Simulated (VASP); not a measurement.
InSb, 2 atoms in the cell. It takes space group F-43m (No. 216, cubic). The conventional cell has a = 6.714 Å, b = 6.714 Å, c = 6.714 Å, α = 90.00°, β = 90.00°, γ = 90.00°. Around In (site symmetry -43m) lie 4 Sb at 2.91 Å. Sb (site symmetry -43m) is surrounded by 4 In at 2.91 Å. 

* Program: VASP 6.6.1
* Task: relaxation of cell and atoms
* Functional: RPBE
* Potentials or basis: VASP PAW PBE potentials, release 64 (In_d, Sb)
* Cutoff: 600 eV
* k mesh: 10 × 10 × 10
* Occupations: gaussian, width 0.03 eV
* Spin: no spin polarisation
* Further INCAR settings: ALGO = Normal; EDIFF = 1e-07; IBRION = 2; EDIFFG = -0.005; NSW = 90; ISIF = 3

Potentials or basis: VASP PAW PBE potentials, release 64 (In_d, Sb).

Command:

```sh
$ cat potpaw_PBE.64/In_d/POTCAR potpaw_PBE.64/Sb/POTCAR > POTCAR
$ mpirun -np 1 vasp_std > vasp.out
```

Hardware: 1 thread of Intel(R) Xeon(R) Platinum 8488C (Sapphire Rapids), with other jobs on the host.

Question: How long does it take, and how much memory?

Answer: Wall time 120 s on 1 thread of Intel(R) Xeon(R) Platinum 8488C (Sapphire Rapids), on a shared host, peak memory 0.27 GiB. Counts: scf iterations 23, k points 47, ion steps 2.
